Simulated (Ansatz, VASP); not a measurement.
## One calculation of Cu, two programs

```
Cu
1.0
     0.00000    1.82571    1.82571
     1.82571    0.00000    1.82571
     1.82571    1.82571    0.00000
Cu
1
Cartesian
  0.0000 0.0000 0.0000
```

Alike in both runs: task single point; functional PBE; k mesh 12 × 12 × 12; occupations fermi-dirac, width 0.06 eV; no spin polarisation.

```csv
,VASP,Ansatz
version,VASP 6.6.1,Ansatz 0.2 development build
potentials or method,"VASP PAW PBE potentials, release 64 (Cu), cutoff 520 eV","all-electron full-potential LAPW, scalar-relativistic"
```

VASP gave:

```
pressure (GPa) : -1.9
```

Question: Which values does Ansatz return?

Answer: Pressure (GPa): -2.5.

Ansatz ran all-electron here, so the differences hold the error of VASP's frozen core and of both bases.
